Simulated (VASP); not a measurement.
# BAs in VASP 6.6.1, single-point calculation

INCAR

```
ISIF = 2
LREAL = .TRUE.
LASPH = .TRUE.
LWAVE = .FALSE.
PREC = Accurate
NBANDS = 11
ALGO = Normal
LCHARG = .FALSE.
SIGMA = 0.02
IBRION = -1
NSW = 0
EDIFF = 1E-7
METAGGA = R2SCAN
ENCUT = 520
ISMEAR = -1
NELM = 78
```

KPOINTS

```
KPOINTS created by Atomic Simulation Environment
0
Gamma
3 3 3
0 0 0
```

POSCAR

```
B  As
 1.0000000000000000
     0.0000000000000000    2.3052873174999999    2.3052873174999999
     2.3052873174999999    0.0000000000000000    2.3052873174999999
     2.3052873174999999    2.3052873174999999    0.0000000000000000
 B   As
   1   1
Cartesian
  0.0000000000000000  0.0000000000000000  0.0000000000000000
  2.3052873174999999  2.3052873174999999  2.3052873174999999
```

The recommended PBE PAW datasets give the neutral cell 8 valence electrons.

Command

```
mpirun -np 1 vasp_std
```

OSZICAR

```
N       E                     dE             d eps       ncg     rms          rms(c)
DAV:   1     0.149679330886E+01    0.14968E+01   -0.38002E+03    88   0.664E+02
DAV:   2    -0.201258077134E+02   -0.21623E+02   -0.21313E+02   119   0.106E+02
DAV:   3    -0.206832367543E+02   -0.55743E+00   -0.55521E+00   111   0.161E+01
DAV:   4    -0.206844463000E+02   -0.12095E-02   -0.12094E-02    94   0.769E-01
DAV:   5    -0.206844472853E+02   -0.98536E-06   -0.98489E-06   100   0.262E-02    0.414E+00
DAV:   6    -0.193129552190E+02    0.13715E+01   -0.47604E-01    91   0.386E+00    0.210E+00
DAV:   7    -0.193394678942E+02   -0.26513E-01   -0.99626E-02   102   0.155E+00    0.805E-01
DAV:   8    -0.193455604527E+02   -0.60926E-02   -0.20887E-02    91   0.896E-01    0.160E-01
DAV:   9    -0.193449403917E+02    0.62006E-03   -0.24878E-03    96   0.243E-01    0.652E-02
DAV:  10    -0.193448801954E+02    0.60196E-04   -0.34530E-04    94   0.854E-02    0.315E-02
DAV:  11    -0.193448837891E+02   -0.35937E-05   -0.31443E-05   102   0.327E-02    0.963E-03
DAV:  12    -0.193448842377E+02   -0.44860E-06   -0.17737E-06    88   0.576E-03    0.323E-03
DAV:  13    -0.193448845371E+02   -0.29943E-06   -0.19090E-07    91   0.334E-03    0.544E-04
DAV:  14    -0.193448844954E+02    0.41723E-07   -0.68510E-09    44   0.430E-04
   1 F= -.19344884E+02 E0= -.19334336E+02  d E =-.210977E-01
```

From OUTCAR

```
k-points           NKPTS =      4   k-points in BZ     NKDIM =      4   number of bands    NBANDS=     11

   NELECT =       8.0000    total number of electrons

   dimension x,y,z NGX =    24 NGY =   24 NGZ =   24
   dimension x,y,z NGXF=    48 NGYF=   48 NGZF=   48

  energy-cutoff  :      520.00
  volume of cell :       24.50
      direct lattice vectors                 reciprocal lattice vectors
     0.000000000  2.305287317  2.305287317    -0.216892704  0.216892704  0.216892704
     2.305287317  0.000000000  2.305287317     0.216892704 -0.216892704  0.216892704
     2.305287317  2.305287317  0.000000000     0.216892704  0.216892704 -0.216892704

 k-points in reciprocal lattice and weights: KPOINTS created by Atomic Simulation Env
   0.00000000  0.00000000  0.00000000       0.037
   0.33333333  0.00000000  0.00000000       0.296
   0.33333333  0.33333333  0.00000000       0.222
  -0.33333333  0.33333333  0.00000000       0.444

 E-fermi :   7.4974

 k-point     1 :       0.0000    0.0000    0.0000
  band No.  band energies     occupation
      1      -9.4536      2.00000
      2       7.2190      2.00000
      3       7.2190      2.00000
      4       7.2190      2.00000
      5      11.1294      0.00000
      6      15.4616      0.00000
      7      15.4616      0.00000
      8      15.4616      0.00000
      9      16.6032      0.00000
     10      16.6032      0.00000
     11      16.6032      0.00000

 k-point     2 :       0.3333    0.0000    0.0000
  band No.  band energies     occupation
      1      -7.2763      2.00000
      2      -0.1943      2.00000
      3       7.4921      1.13272
      4       7.4921      1.13271
      5      10.4804      0.00000
      6      10.4804      0.00000
      7      12.0651      0.00000
      8      13.6625      0.00000
      9      19.7754      0.00000
     10      20.9823      0.00000
     11      20.9823      0.00000

 k-point     3 :       0.3333    0.3333    0.0000
  band No.  band energies     occupation
      1      -6.5300      2.00000
      2       2.7108      2.00000
      3       4.0097      2.00000
      4       4.0097      2.00000
      5       4.5704      2.00000
      6      12.1583      0.00000
      7      17.5706      0.00000
      8      17.5706      0.00000
      9      18.5311      0.00000
     10      23.5799      0.00000
     11      25.7119      0.00000

 k-point     4 :      -0.3333    0.3333    0.0000
  band No.  band energies     occupation
      1      -4.2505      2.00000
      2      -1.1276      2.00000
      3       0.4880      2.00000
      4       4.9826      2.00000
      5       7.5468      0.15638
      6      13.5722      0.00000
      7      16.3760      0.00000
      8      17.9214      0.00000
      9      19.0858      0.00000
     10      21.6148      0.00000
     11      22.7497      0.00000

  Total       -0.0517252     -0.0517252     -0.0517252      0.0000000     -0.0000000      0.0000000
  in kB       -3.3822655     -3.3822655     -3.3822655      0.0000000     -0.0000000      0.0000000
  external PRESSURE =      -3.3822655 kB  Pullay stress =       0.0000000 kB

 POSITION                                       TOTAL-FORCE (eV/Angst)
 -----------------------------------------------------------------------------------
      0.00000      0.00000      0.00000         0.000000      0.000000      0.000000
      2.30529      2.30529      2.30529        -0.000000     -0.000000      0.000000
 -----------------------------------------------------------------------------------
    total drift:                                0.000000     -0.000000     -0.000000

  FREE ENERGIE OF THE ION-ELECTRON SYSTEM (eV)
  ---------------------------------------------------
  free  energy   TOTEN  =       -19.3448844954 eV

  energy  without entropy=      -19.3237867746  energy(sigma->0) =      -19.33433564
```

It converged. Results: gap between bands v and c on the k mesh -2.92 eV (bands overlap: a metal); least direct gap on the k mesh 0.56 eV; pressure -0.3 GPa. Band v is the last that the valence electrons fill when counted band by band, and c is the next.

These settings aren't sound, so the numbers aren't properties of the crystal.

On sound settings r²SCAN gives a gap of -5.16 eV on its mesh and a pressure of -1.3 GPa for the intended cell.

The run took about 12 s on one core of a shared host (Intel Xeon Platinum 8488C) and held 0.14 GiB at most.
